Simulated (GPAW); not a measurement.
This GPAW 26.7.0 run on Pd needs a look.

File run.py:

```python
from ase.dft.bandgap import bandgap
from ase.io import read, write
from ase.units import GPa
from gpaw import GPAW, PW

atoms = read('Pd.xyz')

calc = GPAW(mode=PW(600),
            xc='PBE96',
            kpts={'size': (8, 8, 4), 'gamma': True},
            occupations={'name': 'fermi-dirac', 'width': 0.05},
            nbands=29,
            convergence={'density': 1e-05, 'energy': 1e-05},
            maxiter=50,
            txt='gpaw.txt')
atoms.calc = calc
energy = atoms.get_potential_energy()
forces = atoms.get_forces()
stress = atoms.get_stress()
calc.write('gs.gpw')
write('result.traj', atoms)
print(f'Energy: {energy:.6f} eV')
print('Forces (eV/A):')
print(forces.round(4))
print('Stress (GPa):', (stress / GPa).round(3))
print('Fermi level:', round(calc.get_fermi_level(), 4), 'eV')
print(f'Gap: {bandgap(calc)[0]:.4f} eV, direct: {bandgap(calc, direct=True)[0]:.4f} eV')
```

The input Pd.xyz:

```xyz
2
Lattice="2.7836650458 0.0000000000 0.0000000000 -1.3918325229 2.4107246453 0.0000000000 0.0000000000 0.0000000000 4.6288930000" Properties=species:S:1:pos:R:3 pbc="T T T"
Pd    -0.0000000001      1.6071497636      1.1572232500
Pd     1.3918325230      0.8035748817      3.4716697500
```

Potentials or basis: the program's PAW data sets (release 1.2.1) made for this functional, pw.

Launch:

```sh
$ OMP_NUM_THREADS=1 python run.py
```

gpaw.txt:

```text
__  _  _
 | _ |_)|_||  |
 |__||  | ||/\| - 26.7.0

Input parameters:
  mode=PW(ecut=600.0),
  convergence={'density': 1e-05, 'energy': 1e-05},
  kpts=MonkhorstPack(size=(8, 8, 4), gamma=True),
  maxiter=50,
  nbands=29,
  occupations=Occupations(name='fermi-dirac', width=0.05),
  xc=XC(name='PBE96')
```

On the terminal:

```text
ValueError: not enough values to unpack (expected 2, got 1)

During handling of the above exception, another exception occurred:

NameError: Unknown functional: PBE96.
```

**Question.** How did it end, and where is the flaw?

**Answer.** The program refused the input. The input holds a flaw that was put in on purpose: functional name that the code doesn't know (xc = PBE96).
